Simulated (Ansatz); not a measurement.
# AlP: short molecular dynamics of a 16-atom cell, part 1 of 2

How do the atoms of AlP (zincblende) move when started on their sites? Runs: r2SCAN, 20 steps of 2 fs under a Langevin thermostat and barostat at 100 K; r2SCAN, 30 steps of 1.5 fs at constant energy, with velocities drawn for 600 K. The cell is a 2×2×2 supercell of the structure relaxed with r2SCAN.

Program: Ansatz 0.2.0. Level of theory: DFT, plane waves, PAW, no spin polarisation. These are calculated values, not measurements.

## 1. The starting structure

The cell holds 16 atoms (Al8P8): a = 7.748 Å, b = 7.748 Å, c = 7.748 Å, α = 60.00°, β = 60.00°, γ = 60.00°.

As a file:

```xyz
16
Lattice="0.0000 5.4785 5.4785 5.4785 0.0000 5.4785 5.4785 5.4785 0.0000" Properties=species:S:1:pos:R:3 pbc="T T T"
Al    0.0000    0.0000    0.0000
P     1.3696    1.3696    1.3696
Al    2.7393    2.7393    0.0000
P     4.1089    4.1089    1.3696
Al    2.7393    0.0000    2.7393
P     4.1089    1.3696    4.1089
Al    5.4785    2.7393    2.7393
P     6.8481    4.1089    4.1089
Al    0.0000    2.7393    2.7393
P     1.3696    4.1089    4.1089
Al    2.7393    5.4785    2.7393
P     4.1089    6.8481    4.1089
Al    2.7393    2.7393    5.4785
P     4.1089    4.1089    6.8481
Al    5.4785    5.4785    5.4785
P     6.8481    6.8481    6.8481
```

## 2. Run 1: r2SCAN

Contents of input.yaml:

```yaml
crystal:
  lattice:
    - [0.0, 5.4785144186, 5.4785144186]
    - [5.4785144186, 0.0, 5.4785144186]
    - [5.4785144186, 5.4785144186, 0.0]
  atoms:
    - { symbol: Al, position: [0.0, 0.0, 0.0] }
    - { symbol: P, position: [0.125, 0.125, 0.125] }
    - { symbol: Al, position: [0.0, 0.0, 0.5] }
    - { symbol: P, position: [0.125, 0.125, 0.625] }
    - { symbol: Al, position: [0.0, 0.5, 0.0] }
    - { symbol: P, position: [0.125, 0.625, 0.125] }
    - { symbol: Al, position: [0.0, 0.5, 0.5] }
    - { symbol: P, position: [0.125, 0.625, 0.625] }
    - { symbol: Al, position: [0.5, 0.0, 0.0] }
    - { symbol: P, position: [0.625, 0.125, 0.125] }
    - { symbol: Al, position: [0.5, 0.0, 0.5] }
    - { symbol: P, position: [0.625, 0.125, 0.625] }
    - { symbol: Al, position: [0.5, 0.5, 0.0] }
    - { symbol: P, position: [0.625, 0.625, 0.125] }
    - { symbol: Al, position: [0.5, 0.5, 0.5] }
    - { symbol: P, position: [0.625, 0.625, 0.625] }
kpoints:
  mp_grid: { grid: [2, 2, 2] }
hamiltonian:
  xc: r2scan
scf:
  occupations: { method: fermi_dirac, width: 0.02 }
md:
  ensemble: npt_langevin
  temperature: 100
  timestep: 2.0
  n_steps: 20
  initial_velocities: maxwell_boltzmann
  seed: 972
```

Started as:

```
$ ansatz run input.yaml --threads 4 --pin off --max-ram 3686MiB --backend cpu --events-out ev --progress --plain --runs-dir out
```

The log of the run (excerpt; [...] marks lines left out):

```text
Warning: md: disabling space-group detection — thermal motion breaks the input geometry's symmetry, so no spatial operation reduces the k-mesh or symmetrises the density; time reversal is kept, so that k and −k are solved as one point where they differ and the mesh holds both, and exact [...]
Warning: RAYON_NUM_THREADS=4 ignored (pool sized by the plan → 4); use --threads N
[...]
Pseudopotentials: kind: paw
Pseudopotential: Al, paw, valence charge 3, recommended cutoff 500 eV (meta_gga), Al.paw.azcp
Pseudopotential: P, paw, valence charge 5, recommended cutoff 500 eV (meta_gga), P.paw.azcp
Functional definition: r2SCAN
[...]
Crystal: 16 atoms, lattice volume = 328.866 Å³
Basis set: ecut = 500 eV (smoothed over ±3.0 %; plane waves to 520.2 eV, density to 2080.8 eV), 8801 PW (Γ), exchange–correlation on 240×240×240 points (64 copies of the dense FFT grid, shifted against one another)
Bands: 48, of which v1, the nominal top of the filled ones, is band 32 counted from 1 (31 counted from 0)
Symmetry: 1 space group operations
k-points: 8
[...]
SCF iter   1: F=—  HF=-10407.579920 eV  |F-HF|=—  |Δ(HF+E_count)|=         —  Δρ=3.41e-3  dr2=3.32e-2  dr2_τ=1.09e-1  ethr=1.77e-3  ⟨swp⟩=9.4  Hψ=2068  notcnv=0  defer=18
[...]
md step     0: t =     0.00 fs  T =    93.8 K  F+E_penalty+E_count = -10407.84599258 eV  E_kin = 0.193890 eV  conserved = -10407.70204562 eV  P_inst = 0.4301 GPa  V = 328.8656 Å³  selection 1  (8 SCF iters)
[...]
md step     1: t =     2.00 fs  T =    94.8 K  F+E_penalty+E_count = -10407.84377426 eV  E_kin = 0.196094 eV  conserved = -10407.70204002 eV  P_inst = 0.4345 GPa  V = 328.8565 Å³  selection 1  (6 SCF iters)
[...]
SCF iter   1: F=—  HF=-10407.837031 eV  |F-HF|=—  |Δ(HF+E_count)|=         —  Δρ=4.50e-4  dr2=8.40e-4  dr2_τ=2.53e-4  ethr=1.07e-6  ⟨swp⟩=3.1  Hψ=1831  notcnv=0
```

## 3. More of the same log: npt_langevin at 100 K

The log, continued (excerpt; [...] marks lines left out):

```text
[...]
SCF iter   2: F=—  HF=-10407.837150 eV  |F-HF|=—  |Δ(HF+E_count)|=   1.18e-4  Δρ=2.69e-4  dr2=2.70e-4  dr2_τ=2.03e-6  ethr=1.07e-6  ⟨swp⟩=2.9  Hψ=569  notcnv=0
[...]
md step     2: t =     4.00 fs  T =    96.3 K  F+E_penalty+E_count = -10407.83725377 eV  E_kin = 0.199251 eV  conserved = -10407.70204953 eV  P_inst = 0.4351 GPa  V = 328.8701 Å³  selection 1  (6 SCF iters)
[...]
md step     6: t =    12.00 fs  T =    70.4 K  F+E_penalty+E_count = -10407.78829368 eV  E_kin = 0.145677 eV  conserved = -10407.70181816 eV  P_inst = 0.3581 GPa  V = 329.1588 Å³  selection 1  (4 SCF iters)
[...]
md step    10: t =    20.00 fs  T =    57.5 K  F+E_penalty+E_count = -10407.74233196 eV  E_kin = 0.118869 eV  conserved = -10407.70165117 eV  P_inst = 0.1221 GPa  V = 330.0078 Å³  selection 1  (5 SCF iters)
[...]
  atom   4  P     -0.19268932    -0.22246045     0.00409709
  atom   5  Al     0.21097256    -0.11430481    -0.03138634
  atom   6  P      0.28014584    -0.24624552    -0.09481339
  atom   7  Al    -0.13977570     0.10721564     0.02927594
  atom   8  P     -0.04509250    -0.05844273     0.18097666
[...]
--- Stress (GPa, compression-positive) ---
       -0.131365      -0.088888      -0.309386
       -0.088881      -0.216679       0.116684
       -0.309386       0.116680      -0.238097
  P = ⅓ Tr σ = -0.1954 GPa (-1.954 kbar)
--- MD trajectory: 20 steps, t = 0.0 → 40.0 fs ---
  final state: T = 84.2 K   F+E_penalty+E_count = -10407.73673173 eV   E_kin = 0.174083 eV
  conserved energy: peak-to-peak 5.419e-4 eV (3.387e-5 eV/atom) over 40.0 fs
  cell: V = 330.6654 Å³ at the end; means of 21 rows, the approach among them: V = 329.8724 Å³, P_inst = 0.1382 GPa
  mean static stress (GPa): xx 0.1159  yy 0.0872  zz 0.0612  yz -0.1015  xz -0.0158  xy -0.0858
  the result is of one more SCF, on plane waves selected at the last cell: its energy does not rank with the rows'
```

Wall time 3.9 min (4 threads of an Arm CPU, shared host); peak memory 1.8 GiB.

## 4. The trajectory

Every step; energies are changes from step 0; msd is the mean square displacement from the start, the centre of mass held:

```tsv
time (fs)	T (K)	potential energy change (meV/atom)	conserved energy change (meV/atom)	volume (Å³/atom)	pressure (GPa)	msd Al (Å²)	msd P (Å²)
0.0	94	0.0	0.00	20.55	0.4	0.000	0.000
2.0	95	0.1	0.00	20.55	0.4	0.000	0.000
4.0	96	0.5	0.00	20.55	0.4	0.000	0.000
6.0	87	1.2	0.01	20.56	0.4	0.000	0.000
8.0	77	1.9	0.01	20.56	0.4	0.001	0.000
10.0	70	2.7	0.01	20.56	0.4	0.001	0.001
12.0	70	3.6	0.01	20.57	0.4	0.001	0.001
14.0	68	4.5	0.02	20.58	0.3	0.001	0.001
16.0	64	5.3	0.02	20.60	0.3	0.002	0.001
18.0	56	6.0	0.02	20.61	0.2	0.002	0.002
20.0	57	6.5	0.02	20.63	0.1	0.002	0.002
22.0	55	6.7	0.02	20.64	0.1	0.003	0.002
24.0	58	6.8	0.02	20.65	0.0	0.003	0.003
26.0	63	6.6	0.01	20.66	0.0	0.003	0.003
28.0	72	6.4	0.01	20.66	-0.1	0.003	0.003
30.0	75	6.2	0.00	20.67	-0.1	0.004	0.004
32.0	80	6.0	0.00	20.67	-0.1	0.004	0.004
34.0	87	5.9	-0.01	20.67	-0.1	0.004	0.004
36.0	84	6.0	0.00	20.67	-0.1	0.005	0.005
38.0	79	6.4	0.00	20.67	-0.1	0.005	0.005
40.0	84	6.8	-0.01	20.67	-0.1	0.006	0.005
```

time (fs), T (K) and a bar:
```
      0.0         94 ############################
      2.0         95 #############################
      4.0         96 ##############################
      6.0         87 #######################
      8.0         77 ################
     10.0         70 ###########
     12.0         70 ###########
     14.0         68 ##########
     16.0         64 #######
     18.0         56 #
     20.0         57 ##
     22.0         55 
     24.0         58 ##
     26.0         63 ######
     28.0         72 #############
     30.0         75 ##############
     32.0         80 ##################
     34.0         87 #######################
     36.0         84 #####################
     38.0         79 ##################
     40.0         84 #####################
```

Pair distribution over the second half of the run:

```tsv
r (Å)	g Al–P
0.68	0.00
0.84	0.00
1.00	0.00
1.16	0.00
1.32	0.00
1.48	0.00
1.64	0.00
1.80	0.00
1.96	0.00
2.12	0.00
2.28	6.36
2.44	8.27
2.60	0.00
2.76	0.00
2.92	0.00
3.08	0.00
```

First peaks of g(r) (not always the tallest), and, where a minimum follows, the mean number of second-named atoms round a first-named one up to the next minimum:

```tsv
pair	peak (Å)	height	minimum (Å)	neighbours
Al–P	2.36	13.6	2.60	4.0
```

## 5. Positions and forces

Positions (Å) and forces (eV/Å):

```xyz
16
Lattice="0.000 5.479 5.479 5.479 0.000 5.479 5.479 5.479 0.000" Properties=species:S:1:pos:R:3:forces:R:3 pbc="T T T" time_fs=6.0 T=87 dE=0.0187
Al   -0.015   -0.016   -0.002    0.241    0.101    0.075
P     1.360    1.360    1.384    0.122   -0.030   -0.166
Al    2.743    2.734   -0.009   -0.148   -0.075    0.201
P     4.114    4.100    1.377   -0.203    0.062   -0.130
Al    2.745    0.005    2.769   -0.096   -0.120   -0.248
P     4.119    1.371    4.111   -0.007    0.028    0.004
Al    5.471    2.749    2.734    0.222   -0.139    0.060
P     6.843    4.102    4.118    0.000    0.093    0.022
Al   -0.005    2.729    2.739   -0.003    0.138   -0.050
P     1.372    4.117    4.095   -0.101   -0.056    0.017
Al    2.738    5.488    2.730    0.042   -0.060    0.020
P     4.107    6.844    4.109    0.039   -0.002    0.014
Al    2.735    2.739    5.459    0.105    0.167    0.042
P     4.101    4.108    6.845   -0.006    0.027    0.089
Al    5.479    5.489    5.493    0.013   -0.109   -0.037
P     6.868    6.863    6.838   -0.219   -0.026    0.087
16
Lattice="0.000 5.481 5.481 5.481 0.000 5.481 5.481 5.481 0.000" Properties=species:S:1:pos:R:3:forces:R:3 pbc="T T T" time_fs=14.0 T=68 dE=0.0724
Al   -0.029   -0.033   -0.009    0.445    0.165    0.227
P     1.350    1.346    1.401    0.241   -0.042   -0.342
Al    2.743    2.729   -0.018   -0.189   -0.215    0.389
P     4.121    4.090    1.384   -0.385    0.132   -0.311
Al    2.752    0.010    2.802   -0.241   -0.246   -0.510
P     4.129    1.366    4.117    0.041    0.140   -0.035
Al    5.469    2.763    2.734    0.364   -0.340    0.099
P     6.843    4.090    4.126   -0.030    0.274    0.099
Al   -0.010    2.720    2.736   -0.044    0.277   -0.095
P     1.368    4.133    4.074   -0.057   -0.174    0.040
Al    2.742    5.500    2.710    0.006   -0.077    0.095
P     4.110    6.838    4.107    0.018    0.024    0.048
Al    2.738    2.738    5.437    0.056    0.370    0.107
P     4.088    4.113    6.847    0.062    0.004    0.136
Al    5.479    5.497    5.509    0.028   -0.211   -0.084
P     6.879    6.886    6.829   -0.315   -0.079    0.135
16
Lattice="0.000 5.485 5.485 5.485 0.000 5.485 5.485 5.485 0.000" Properties=species:S:1:pos:R:3:forces:R:3 pbc="T T T" time_fs=20.0 T=57 dE=0.1037
Al   -0.032   -0.041   -0.013    0.510    0.181    0.290
P     1.353    1.333    1.412    0.209   -0.016   -0.413
Al    2.736    2.722   -0.017   -0.100   -0.271    0.410
P     4.123    4.088    1.384   -0.455    0.146   -0.365
Al    2.756    0.008    2.820   -0.271   -0.274   -0.569
P     4.133    1.364    4.127    0.107    0.208   -0.130
Al    5.472    2.771    2.730    0.384   -0.418    0.173
P     6.848    4.086    4.135   -0.098    0.326    0.119
Al   -0.012    2.714    2.734   -0.066    0.362   -0.166
P     1.362    4.144    4.059   -0.012   -0.211    0.067
Al    2.745    5.511    2.699    0.014   -0.066    0.127
P     4.118    6.841    4.104   -0.066    0.002    0.125
Al    2.742    2.748    5.421   -0.008    0.431    0.180
P     4.077    4.120    6.852    0.174   -0.044    0.132
Al    5.481    5.503    5.520    0.033   -0.218   -0.103
P     6.889    6.906    6.825   -0.355   -0.137    0.123
16
Lattice="0.000 5.488 5.488 5.488 0.000 5.488 5.488 5.488 0.000" Properties=species:S:1:pos:R:3:forces:R:3 pbc="T T T" time_fs=26.0 T=63 dE=0.1056
Al   -0.027   -0.041   -0.009    0.430    0.181    0.244
P     1.359    1.322    1.422    0.100    0.067   -0.437
Al    2.724    2.711   -0.011    0.060   -0.230    0.333
P     4.123    4.089    1.376   -0.451    0.089   -0.300
Al    2.752    0.005    2.828   -0.171   -0.282   -0.497
P     4.133    1.367    4.133    0.189    0.173   -0.203
Al    5.481    2.768    2.726    0.281   -0.348    0.187
P     6.854    4.084    4.139   -0.164    0.300    0.150
Al   -0.015    2.715    2.730   -0.084    0.363   -0.167
P     1.354    4.155    4.047    0.062   -0.219    0.075
Al    2.746    5.519    2.689    0.036   -0.027    0.130
P     4.124    6.847    4.102   -0.132   -0.055    0.184
Al    2.747    2.762    5.405   -0.080    0.447    0.245
P     4.069    4.127    6.858    0.248   -0.059    0.078
Al    5.489    5.504    5.528   -0.033   -0.188   -0.169
P     6.894    6.924    6.815   -0.292   -0.210    0.145
16
Lattice="0.000 5.489 5.489 5.489 0.000 5.489 5.489 5.489 0.000" Properties=species:S:1:pos:R:3:forces:R:3 pbc="T T T" time_fs=34.0 T=87 dE=0.0948
Al   -0.010   -0.046    0.002    0.170    0.286    0.050
P     1.367    1.305    1.430   -0.081    0.211   -0.422
Al    2.709    2.691    0.006    0.201   -0.075    0.103
P     4.119    4.092    1.361   -0.354   -0.059   -0.112
Al    2.737   -0.006    2.826    0.071   -0.189   -0.254
P     4.130    1.377    4.134    0.261   -0.068   -0.205
Al    5.492    2.756    2.725    0.026   -0.140    0.117
P     6.847    4.084    4.142   -0.102    0.138    0.225
Al   -0.018    2.728    2.715   -0.091    0.172    0.005
P     1.347    4.168    4.034    0.147   -0.216    0.023
Al    2.750    5.524    2.676   -0.023    0.116    0.081
P     4.122    6.853    4.097   -0.077   -0.118    0.217
Al    2.754    2.788    5.383   -0.192    0.325    0.362
P     4.065    4.128    6.869    0.248   -0.018   -0.077
Al    5.495    5.493    5.534   -0.168    0.018   -0.240
P     6.884    6.949    6.799   -0.036   -0.381    0.125
16
Lattice="0.000 5.488 5.488 5.488 0.000 5.488 5.488 5.488 0.000" Properties=species:S:1:pos:R:3:forces:R:3 pbc="T T T" time_fs=40.0 T=84 dE=0.1093
Al    0.006   -0.046    0.013   -0.103    0.324   -0.130
P     1.369    1.293    1.435   -0.164    0.322   -0.394
Al    2.699    2.675    0.019    0.301    0.084   -0.059
P     4.109    4.098    1.352   -0.193   -0.222    0.004
Al    2.727   -0.016    2.820    0.211   -0.114   -0.031
P     4.125    1.387    4.126    0.280   -0.246   -0.095
Al    5.500    2.740    2.729   -0.140    0.107    0.029
P     6.841    4.088    4.150   -0.045   -0.058    0.181
Al   -0.021    2.738    2.700   -0.064    0.018    0.198
P     1.346    4.176    4.028    0.121   -0.193   -0.040
Al    2.749    5.526    2.666   -0.037    0.217    0.068
P     4.119    6.856    4.093   -0.056   -0.134    0.210
Al    2.758    2.816    5.370   -0.238    0.077    0.397
P     4.064    4.128    6.872    0.221    0.037   -0.160
Al    5.494    5.483    5.533   -0.222    0.202   -0.260
P     6.875    6.958    6.786    0.126   -0.420    0.083
```

## 6. Run 2: r2SCAN

Changes to input.yaml since step 2:

```diff
@@ -27,9 +27,9 @@
 scf:
-  occupations: { method: fermi_dirac, width: 0.02 }
+  occupations: { method: fermi_dirac, width: 0.052 }
 md:
-  ensemble: npt_langevin
-  temperature: 100
-  timestep: 2.0
-  n_steps: 20
+  ensemble: nve
+  temperature: 600
+  timestep: 1.5
+  n_steps: 30
   initial_velocities: maxwell_boltzmann
-  seed: 972
+  seed: 819
```

Started as:

```
$ ansatz run input.yaml --threads 4 --pin off --max-ram 3686MiB --backend cpu --events-out ev --progress --plain --runs-dir out
```

The log of the run (excerpt; [...] marks lines left out):

```text
Warning: md: disabling space-group detection — thermal motion breaks the input geometry's symmetry, so no spatial operation reduces the k-mesh or symmetrises the density; time reversal is kept, so that k and −k are solved as one point where they differ and the mesh holds both, and exact [...]
Warning: RAYON_NUM_THREADS=4 ignored (pool sized by the plan → 4); use --threads N
[...]
[... 4 set-up lines as earlier in the session ...]
[...]
Crystal: 16 atoms, lattice volume = 328.866 Å³
Basis set: ecut = 500 eV, 8363 PW (Γ), exchange–correlation on 240×240×240 points (64 copies of the dense FFT grid, shifted against one another)
Bands: 48, of which v1, the nominal top of the filled ones, is band 32 counted from 1 (31 counted from 0)
[... 1 set-up line as earlier in the session ...]
k-points: 8
[...]
md step    30: t =    45.00 fs  T =   389.5 K  F+E_penalty+E_count = -10407.43731749 eV  E_kin = 0.755190 eV  conserved = -10406.68212764 eV  (6 SCF iters)
[...]
SCF iter   2: F=-10407.437317 eV  HF=-10407.437317 eV  |F-HF|=3.82e-10  |Δ(HF+E_count)|=  4.86e-10  Δρ=5.55e-7  dr2=1.68e-9  dr2_τ=1.39e-11  ethr=8.21e-12  ⟨swp⟩=4.0  Hψ=1083  notcnv=0
[...]
SCF converged after 2 iterations
Free energy (F): -10407.437317 eV
[...]
E sigma→0 (E₀):  -10407.437317 eV
Entropy (-TS):   -0.000000 eV (-0.000 meV/atom)
Fermi energy:    5.746801 eV
[...]
--- Forces (eV/Å), atoms counted from 1 ---
  atom   1  Al     0.37859177    -0.14249168    -0.78058586
  atom   2  P     -0.22670505    -0.11633597     0.17723813
  atom   3  Al     0.24966247    -0.50257594    -0.47350056
  atom   4  P     -0.03222011    -0.08022436    -0.05395637
  atom   5  Al     0.33635892     0.22486863    -0.10060288
  atom   6  P     -0.37432812     0.36442455    -0.00578553
  atom   7  Al     0.27043686    -0.03670699     0.41151345
  atom   8  P      0.22796796     0.26751811    -0.04340119
[...]
--- MD trajectory: 30 steps, t = 0.0 → 45.0 fs ---
  final state: T = 389.5 K   F+E_penalty+E_count = -10407.43731749 eV   E_kin = 0.755190 eV
  conserved energy: peak-to-peak 2.396e-3 eV (1.498e-4 eV/atom) over 45.0 fs
```

It took 4.4 min on 4 threads of an Arm CPU, shared host; peak memory 1.8 GiB.

## 7. Frames and traces

The trajectory, every 2 steps (energies from step 0); msd is the mean square displacement from the start, the centre of mass held:

```tsv
time (fs)	T (K)	potential energy change (meV/atom)	total energy change (meV/atom)	msd P (Å²)	msd Al (Å²)
0.0	600	0.0	0.00	0.000	0.000
3.0	579	2.5	0.01	0.000	0.000
6.0	521	9.6	0.03	0.002	0.002
9.0	436	20.0	0.06	0.004	0.003
12.0	341	31.5	0.10	0.006	0.006
15.0	255	42.0	0.13	0.009	0.008
18.0	192	49.5	0.15	0.011	0.010
21.0	164	53.0	0.15	0.013	0.011
24.0	171	52.1	0.14	0.015	0.012
27.0	208	47.6	0.12	0.017	0.013
30.0	264	40.9	0.09	0.018	0.014
33.0	324	33.5	0.06	0.019	0.015
36.0	375	27.3	0.04	0.019	0.016
39.0	407	23.5	0.03	0.020	0.018
42.0	412	22.8	0.03	0.020	0.021
45.0	389	25.5	0.04	0.021	0.024
```

time (fs), T (K) and a bar:
```
      0.0        600 ##############################
      1.5        595 ##############################
      4.5        554 ###########################
      6.0        521 #########################
      7.5        481 ######################
     10.5        388 ###############
     12.0        341 ############
     13.5        296 #########
     15.0        255 ######
     18.0        192 ##
     19.5        174 #
     21.0        164 
     24.0        171 
     25.5        187 ##
     27.0        208 ###
     30.0        264 #######
     31.5        294 #########
     33.0        324 ###########
     34.5        351 #############
     37.5        394 ################
     39.0        407 #################
     40.5        413 #################
     43.5        404 #################
     45.0        389 ################
```

Pair distribution over the second half of the run:

```tsv
r (Å)	g Al–P
0.68	0.00
0.84	0.00
1.00	0.00
1.16	0.00
1.32	0.00
1.48	0.00
1.64	0.00
1.80	0.00
1.96	0.00
2.12	0.00
2.28	5.81
2.44	8.46
2.60	0.19
2.76	0.00
2.92	0.00
3.08	0.00
```

First peaks of g(r) (not always the tallest), and, where a minimum follows, the mean number of second-named atoms round a first-named one up to the next minimum:

```tsv
pair	peak (Å)	height	minimum (Å)	neighbours
Al–P	2.36	11.7	2.68	4.0
```

(Continued in part 2 of 2.)
